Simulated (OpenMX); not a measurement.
Runs of OpenMX 3.8.5 on CsPbCl3. The structure is cubic, space group Pm-3m (No. 221). Conventional cell: a = 5.605 Å, b = 5.605 Å, c = 5.605 Å, α = 90.00°, β = 90.00°, γ = 90.00°. Pb (site symmetry m-3m) is surrounded by 6 Cl at 2.80 Å. Cs (site symmetry m-3m) is surrounded by 12 Cl at 3.96 Å. Around Cl (site symmetry 4/mmm) lie 2 Pb at 2.80 Å. 

```csv
task,level,potentials or basis,spin,SCF threshold,max SCF cycles,"grid points, held for all volumes",pressure (GPa)
band structure,LDA,"OpenMX 2013 LDA set, Pb8.0-s3p2d2f1, Cs12.0-s3p2d2, Cl7.0-s2p2d1f1, grid cutoff 500 Ry",off,1e-08 Ha,100,-,-1.0
band structure,PBE,"OpenMX 2013 PBE set, Pb8.0-s3p2d2, Cs12.0-s2p2d1, Cl7.0-s2p2d1, grid cutoff 500 Ry",off,1e-08 Ha,100,-,2.6
band structure,PBE,"OpenMX 2013 PBE set, Pb8.0-s3p2d2f2, Cs12.0-s3p2d2f1, Cl7.0-s3p2d2f1, grid cutoff 500 Ry",off,1e-08 Ha,100,-,1.9
band structure,PBE,"OpenMX 2013 PBE set, Pb8.0-s3p2d2f1, Cs12.0-s3p2d2, Cl7.0-s2p2d1f1, grid cutoff 500 Ry",off,1e-08 Ha,100,-,(a)
```

Alike in all rows: cell as given; k mesh 5 × 5 × 5; smearing fermi-dirac 0.05 eV.

Question: Fill in the values left out.

Answer: (a) 2.0.

Caveats: the basis of atomic orbitals isn't converged, which shifts pressures, moduli and gaps.

Not every run made on this cell is shown here.
